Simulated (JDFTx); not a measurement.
# BeTe (F-43m) in JDFTx: settings compared

One crystal, BeTe, is run at these levels: HSE06, PBE0, PBE0 (exact-exchange share 0.1); tasks: single point.

Everything below comes from runs of JDFTx 1.7.0 (patched build). Logs are shortened: lines on timing, memory, paths and dates and some standing lists are left out, and cuts for length are marked. The log counts tension as positive stress, the text compression.

**1. Starting point**

Symmetry: F-43m, No. 216, cubic system. The conventional cell has a = 5.540 Å, b = 5.540 Å, c = 5.540 Å, α = 90.00°, β = 90.00°, γ = 90.00°. Te (site symmetry -43m) is surrounded by 4 Be at 2.40 Å. Around Be (site symmetry -43m) lie 4 Te at 2.40 Å.

**2. Single point, HSE06**

Contents of BeTe.in:

```
lattice Face-Centered Cubic 10.4690827304
coords-type Lattice
ion Te     0.7500000000     0.7500000000     0.7500000000 1
ion Be     0.0000000000     0.0000000000     0.0000000000 1

ion-species pseudo/Te.upf
ion-species pseudo/Be.upf
elec-cutoff 44 352
elec-ex-corr hyb-HSE06
kpoint-folding 2 2 2
elec-smearing Fermi 0.0018374661
elec-n-bands 16
electronic-SCF nIterations 100 energyDiffThreshold 1e-07
electronic-minimize nIterations 30 energyDiffThreshold 1e-7
converge-empty-states yes
forces-output-coords Cartesian

dump-name run.$VAR
dump End Ecomponents EigStats BandEigs Kpoints Forces Stress ElecDensity Dtot KEdensity
```

Potentials or basis: PseudoDojo-SR-PBE-0.4.1-standard (Te) + PseudoDojo-SR-PBE-0.5-standard (Be) with smoothed tails.

On the command line:

```
> jdftx -c 1 -i BeTe.in -o BeTe.out
```

Output:

```text
*************** JDFTx 1.7.0 (patched build) ***************

Input parsed successfully to the following command list (including defaults):
[... the input with its defaults ...]

---------- Setting up symmetries ----------

Found 48 point-group symmetries of the bravais lattice
Found 24 space-group symmetries with basis
Applied RMS atom displacement 0 bohrs to make symmetries exact.

---------- Initializing the Grid ----------
R =
[            0      5.23454      5.23454  ]
[      5.23454            0      5.23454  ]
[      5.23454      5.23454            0  ]
unit cell volume = 286.857
G =
[  -0.600166   0.600166   0.600166  ]
[   0.600166  -0.600166   0.600166  ]
[   0.600166   0.600166  -0.600166  ]
Minimum fftbox size, Smin = [  64  64  64  ]
Chosen fftbox size, S = [  64  64  64  ]

---------- Initializing tighter grid for wavefunction operations ----------
R =
[            0      5.23454      5.23454  ]
[      5.23454            0      5.23454  ]
[      5.23454      5.23454            0  ]
unit cell volume = 286.857
G =
[  -0.600166   0.600166   0.600166  ]
[   0.600166  -0.600166   0.600166  ]
[   0.600166   0.600166  -0.600166  ]
Minimum fftbox size, Smin = [  48  48  48  ]
Chosen fftbox size, S = [  48  48  48  ]

---------- Exchange Correlation functional ----------
Initalized omega-PBE short-ranged GGA exchange.
Initalized PBE GGA exchange.
Initalized PBE GGA correlation.
Will include 0.25 x screened exact exchange with range-parameter 0.11

---------- Setting up pseudopotentials ----------
Width of ionic core gaussian charges (only for fluid interactions / plotting) set to 0

Reading pseudopotential file 'pseudo/Te.upf':
  'Te' pseudopotential, 'PBE' functional
  Generated using ONCVPSP code by D. R. Hamann
  16 valence electrons, 3 orbitals, 6 projectors, 1001 radial grid points, with lMax = 2
    4D    l: 2   occupation: 10.0   eigenvalue: -1.530718
    5S    l: 0   occupation:  2.0   eigenvalue: -0.555231
    5P    l: 1   occupation:  4.0   eigenvalue: -0.218780
  Core radius for overlap checks: 2.04 bohrs.

Reading pseudopotential file 'pseudo/Be.upf':
  'Be' pseudopotential, 'PBE' functional
  Generated using ONCVPSP code by D. R. Hamann
  4 valence electrons, 2 orbitals, 4 projectors, 1001 radial grid points, with lMax = 1
    1S    l: 0   occupation:  2.0   eigenvalue: -3.903257
    2S    l: 0   occupation:  2.0   eigenvalue: -0.206153
  Core radius for overlap checks: 1.30 bohrs.

Initialized 2 species with 2 total atoms.

Folded 1 k-points by 2x2x2 to 8 k-points.

---------- Setting up k-points, bands, fillings ----------
Reduced to 3 k-points under symmetry.
Computing the number of bands and number of electrons
Calculating initial fillings.
nElectrons:  20.000000   nBands: 16   nStates: 3

----- Setting up reduced wavefunction bases (one per k-point) -----
average nbasis = 3993.875 , ideal nbasis = 3998.885

----- Initializing Supercell corresponding to k-point mesh -----
Lattice vector linear combinations in supercell:
[   2   0   0  ]
[   0   2   0  ]
[   0   0   2  ]
Supercell lattice vectors:
[  0  10.4691  10.4691  ]
[  10.4691  0  10.4691  ]
[  10.4691  10.4691  0  ]

--- Setting up screened exchange kernel (omega = 0.11) ---
Creating Wigner-Seitz truncated kernel on k-point supercell with sample count [  100 100 100 ]
Constructing Wigner-Seitz cell: 12 faces (12 quadrilaterals, 0 hexagons)
Gaussian width for range separation: 0.780024 bohrs.
FFT grid for long-range part: [ 100 100 100 ].
Planning fourier transform ... Done.
Computing truncated long-range part in real space ... Done.
Adding short-range part in reciprocal space ... Done.
Splitting supercell kernel to unit-cell with k-points ... Done.

---------- Setting up exact exchange ----------
Optimizing transforms to minimize k-point pairs ... done (640 steps).
Reduced 64 k-pairs to 41 under symmetries.
Transforms per reduced k-pair: 1 min, 8 max, 4.6 mean.
Per-iteration cost relative to semi-local calculation ~ 70

---------- Setting up ewald sum ----------
Optimum gaussian width for ewald sums = 2.377438 bohr.
Real space sum over 1331 unit cells with max indices [  5  5  5  ]
Reciprocal space sum over 2197 terms with max indices [  6  6  6  ]

---------- Allocating electronic variables ----------
Initializing wave functions:  linear combination of atomic orbitals
Note: number of bands (16) exceeds available atomic orbitals (11)
Initializing semi-local functional for LCAO:
Initalized PBE GGA exchange.
Initalized PBE GGA correlation.
Te pseudo-atom occupations:   s ( 2 )  p ( 4 )  d ( 10 )
Be pseudo-atom occupations:   s ( 2 2 )
	FillingsUpdate:  mu: +0.409483810  nElectrons: 20.000000
LCAOMinimize: Iter:   0  F: -109.6625467323445946  |grad|_K:  6.254e-03  alpha:  1.000e+00
	FillingsUpdate:  mu: +0.401522360  nElectrons: 20.000000
LCAOMinimize: Iter:   1  F: -109.6738646745178727  |grad|_K:  1.747e-04  alpha:  7.329e-01  linmin:  9.628e-02  cgtest: -3.643e-01
	FillingsUpdate:  mu: +0.401670848  nElectrons: 20.000000
[... 5 lines of inner loops ...]
LCAOMinimize: Iter:   4  F: -109.6738751306266977  |grad|_K:  1.404e-07  alpha:  9.579e-01  linmin: -6.363e-03  cgtest:  3.544e-02
	FillingsUpdate:  mu: +0.401751945  nElectrons: 20.000000
LCAOMinimize: Iter:   5  F: -109.6738751306344710  |grad|_K:  1.223e-08  alpha:  1.050e+00  linmin:  1.560e-01  cgtest: -8.126e-01
LCAOMinimize: Converged (|Delta F|<1.000000e-06 for 2 iters).

-------- Electronic minimization -----------
Will mix electronic density at each iteration.
Constructing ACE exchange operator ... done.

	FillingsUpdate:  mu: +0.401751945  nElectrons: 20.000000
	FillingsUpdate:  mu: +0.349071027  nElectrons: 20.000000
SCF: Cycle:  0   F: -106.132476258309822   dF: -1.471e-01   |Residual|: 1.663e-01   |deigs|: 1.551e-01
	FillingsUpdate:  mu: +0.346955878  nElectrons: 20.000000
SCF: Cycle:  1   F: -106.157544822068743   dF: -2.507e-02   |Residual|: 6.212e-02   |deigs|: 4.010e-02
	FillingsUpdate:  mu: +0.347622275  nElectrons: 20.000000
SCF: Cycle:  2   F: -106.155638331118269   dF: +1.906e-03   |Residual|: 1.049e-02   |deigs|: 2.162e-02
	FillingsUpdate:  mu: +0.348993143  nElectrons: 20.000000
SCF: Cycle:  3   F: -106.156354186087455   dF: -7.159e-04   |Residual|: 3.420e-03   |deigs|: 3.991e-03
	FillingsUpdate:  mu: +0.349687561  nElectrons: 20.000000
SCF: Cycle:  4   F: -106.156415667193784   dF: -6.148e-05   |Residual|: 1.097e-03   |deigs|: 1.322e-03
	FillingsUpdate:  mu: +0.349859776  nElectrons: 20.000000
SCF: Cycle:  5   F: -106.156353964032377   dF: +6.170e-05   |Residual|: 2.975e-04   |deigs|: 2.623e-04
	FillingsUpdate:  mu: +0.349935433  nElectrons: 20.000000
SCF: Cycle:  6   F: -106.156379720535170   dF: -2.576e-05   |Residual|: 9.953e-05   |deigs|: 1.258e-04
[... 91 lines left out ...]
SCF: Cycle: 36   F: -106.158777683353648   dF: +7.548e-09   |Residual|: 4.663e-07   |deigs|: 1.854e-07
	FillingsUpdate:  mu: +0.343033571  nElectrons: 20.000000
SCF: Cycle: 37   F: -106.158777669489183   dF: +1.386e-08   |Residual|: 1.129e-07   |deigs|: 1.390e-07
	FillingsUpdate:  mu: +0.343033572  nElectrons: 20.000000
SCF: Cycle: 38   F: -106.158777668492419   dF: +9.968e-10   |Residual|: 7.623e-08   |deigs|: 2.163e-08
	FillingsUpdate:  mu: +0.343033573  nElectrons: 20.000000
SCF: Cycle: 39   F: -106.158777640757052   dF: +2.774e-08   |Residual|: 2.250e-07   |deigs|: 3.055e-08
	FillingsUpdate:  mu: +0.343033576  nElectrons: 20.000000
SCF: Cycle: 40   F: -106.158777640568914   dF: +1.881e-10   |Residual|: 2.161e-07   |deigs|: 8.418e-09
	FillingsUpdate:  mu: +0.343033572  nElectrons: 20.000000
SCF: Cycle: 41   F: -106.158777629925865   dF: +1.064e-08   |Residual|: 2.553e-07   |deigs|: 1.606e-08
	FillingsUpdate:  mu: +0.343033572  nElectrons: 20.000000
SCF: Cycle: 42   F: -106.158777628932981   dF: +9.929e-10   |Residual|: 2.594e-07   |deigs|: 3.316e-09
	FillingsUpdate:  mu: +0.343033572  nElectrons: 20.000000
SCF: Cycle: 43   F: -106.158777629028663   dF: -9.568e-11   |Residual|: 2.589e-07   |deigs|: 1.085e-09
SCF: Converged (|deigs|<1.000000e-08 for 2 iters).

	FillingsUpdate:  mu: +0.343033572  nElectrons: 20.000000
VxxLoop: Iter:  1   F: -106.158777629028663   dF: -2.398e-03
Constructing ACE exchange operator ... done.

	FillingsUpdate:  mu: +0.343044862  nElectrons: 20.000000
SCF: Cycle:  0   F: -106.158362251799034   dF: +4.154e-04   |Residual|: 3.399e-03   |deigs|: 3.373e-04
	FillingsUpdate:  mu: +0.343044857  nElectrons: 20.000000
SCF: Cycle:  1   F: -106.158363841679190   dF: -1.590e-06   |Residual|: 3.413e-03   |deigs|: 2.717e-06
	FillingsUpdate:  mu: +0.343044853  nElectrons: 20.000000
[... 32 further cycles ...]
SCF: Cycle: 34   F: -106.158191182401097   dF: -1.218e-09   |Residual|: 7.199e-07   |deigs|: 1.783e-09
	FillingsUpdate:  mu: +0.343109339  nElectrons: 20.000000
SCF: Cycle: 35   F: -106.158191189838718   dF: -7.438e-09   |Residual|: 6.784e-07   |deigs|: 3.217e-08
SCF: Converged (|Delta E|<1.000000e-07 for 2 iters).
[... 51 lines left out ...]
	FillingsUpdate:  mu: +0.343118274  nElectrons: 20.000000
SCF: Cycle:  0   F: -106.158132323502926   dF: -7.882e-06   |Residual|: 1.909e-05   |deigs|: 9.647e-07
	FillingsUpdate:  mu: +0.343121314  nElectrons: 20.000000
SCF: Cycle:  1   F: -106.158128544149506   dF: +3.779e-06   |Residual|: 4.223e-05   |deigs|: 2.442e-05
	FillingsUpdate:  mu: +0.343121097  nElectrons: 20.000000
[... 35 further cycles ...]
SCF: Cycle: 37   F: -106.158131535522912   dF: +4.122e-10   |Residual|: 9.450e-07   |deigs|: 4.787e-09
	FillingsUpdate:  mu: +0.343119209  nElectrons: 20.000000
SCF: Cycle: 38   F: -106.158131495627003   dF: +3.990e-08   |Residual|: 9.516e-07   |deigs|: 1.790e-09
SCF: Converged (|deigs|<1.000000e-08 for 2 iters).

	FillingsUpdate:  mu: +0.343119209  nElectrons: 20.000000
VxxLoop: Iter:  6   F: -106.158131495627003   dF: -7.054e-06
Constructing ACE exchange operator ... done.

	FillingsUpdate:  mu: +0.343118992  nElectrons: 20.000000
SCF: Cycle:  0   F: -106.158129658525795   dF: +1.837e-06   |Residual|: 2.591e-06   |deigs|: 6.584e-07
	FillingsUpdate:  mu: +0.343118996  nElectrons: 20.000000
SCF: Cycle:  1   F: -106.158129620745001   dF: +3.778e-08   |Residual|: 2.690e-06   |deigs|: 4.808e-07
	FillingsUpdate:  mu: +0.343118996  nElectrons: 20.000000
[... 18 further cycles ...]
SCF: Cycle: 20   F: -106.158129465451097   dF: -1.031e-08   |Residual|: 1.668e-07   |deigs|: 9.632e-08
	FillingsUpdate:  mu: +0.343119121  nElectrons: 20.000000
SCF: Cycle: 21   F: -106.158129465807534   dF: -3.564e-10   |Residual|: 1.785e-07   |deigs|: 8.107e-09
SCF: Converged (|Delta E|<1.000000e-07 for 2 iters).
[... 19 lines left out ...]
	FillingsUpdate:  mu: +0.343119115  nElectrons: 20.000000
SCF: Cycle:  0   F: -106.158129221148116   dF: +9.446e-08   |Residual|: 1.855e-07   |deigs|: 3.707e-08
	FillingsUpdate:  mu: +0.343119113  nElectrons: 20.000000
SCF: Cycle:  1   F: -106.158129223871185   dF: -2.723e-09   |Residual|: 1.409e-07   |deigs|: 3.097e-08
	FillingsUpdate:  mu: +0.343119110  nElectrons: 20.000000
SCF: Cycle:  2   F: -106.158129227827985   dF: -3.957e-09   |Residual|: 7.348e-08   |deigs|: 3.302e-08
SCF: Converged (|Delta E|<1.000000e-07 for 2 iters).

	FillingsUpdate:  mu: +0.343119110  nElectrons: 20.000000
VxxLoop: Iter:  9   F: -106.158129227827985   dF: +8.778e-08
Setting wave functions to eigenvectors of Hamiltonian
Converging empty states (this may take a while): |deigs|: 3.283e-08
Computing exact exchange ... done.

# Stress tensor in Cartesian coordinates [Eh/a0^3]:
[  -0.00036296            0            0  ]
[            0  -0.00036296            0  ]
[            0            0  -0.00036296  ]

# Ionic positions in lattice coordinates:
ion Te   0.750000000000000   0.750000000000000   0.750000000000000 1
ion Be   0.000000000000000   0.000000000000000   0.000000000000000 1

# Forces in Cartesian coordinates:
force Te   0.000000000000000   0.000000000000000  -0.000000000000000 1
force Be  -0.000000000000000   0.000000000000000  -0.000000000000000 1

# Energy components:
   Eewald =      -64.4626813580909044
       EH =       29.4756983357209492
     Eloc =      -83.9480764608992445
      Enl =      -37.5168498850500782
      Exc =      -21.1189104170567177
 Exc_core =        8.9300796224972263
      EXX =       -2.2279258464715959
       KE =       64.7105367815223929
-------------------------------------
     Etot =     -106.1581292278279705
       TS =        0.0000000000000129
-------------------------------------
        F =     -106.1581292278279847

IonicMinimize: Iter:   0  F: -106.158129227827985  |grad|_K:        nan
IonicMinimize: None of the convergence criteria satisfied after 0 iterations.

#--- Lowdin population analysis ---
# oxidation-state Te -0.999
# oxidation-state Be +1.385

Dumping 'run.eigStats' ...
	eMin: -3.548053 at state 2 ( [ +0.000000 +0.500000 +0.500000 ] spin 0 )
	HOMO: +0.288911 at state 0 ( [ +0.000000 +0.000000 +0.000000 ] spin 0 )
	mu  : +0.343119
	LUMO: +0.397328 at state 2 ( [ +0.000000 +0.500000 +0.500000 ] spin 0 )
	eMax: +0.844652 at state 2 ( [ +0.000000 +0.500000 +0.500000 ] spin 0 )
	HOMO-LUMO gap: +0.108417
	Optical gap  : +0.176531 at state 0 ( [ +0.000000 +0.000000 +0.000000 ] spin 0 )
Done!
[note: the Lowdin charges miss the electrons that lie outside the files' atomic orbitals]
[note: mu as printed may lie anywhere between the filled and the empty levels]
```

Run time: 12 min. Hardware: 1 thread of Arm Neoverse V1, shared host; peak memory 0.21 GiB.

These settings aren't checked as converged: the numbers below hold their error.

Results:

```
Free energy            : -2888.7099 eV
Pressure               : 10.7 GPa
Band gap on the k mesh : 2.95 eV, indirect (least direct gap 4.80 eV)
```

Caveat: the k mesh is coarse (spacing up to 0.98 Å⁻¹), so the values aren't converged, least of all with exact exchange; this program's HSE differs a little from the usual definition; the hybrid runs on potentials with a model core; the potentials were made for another functional, which shifts forces and pressure; spin-orbit coupling is left out, which moves the levels of the heavy elements.

[end of part 1 of 2]
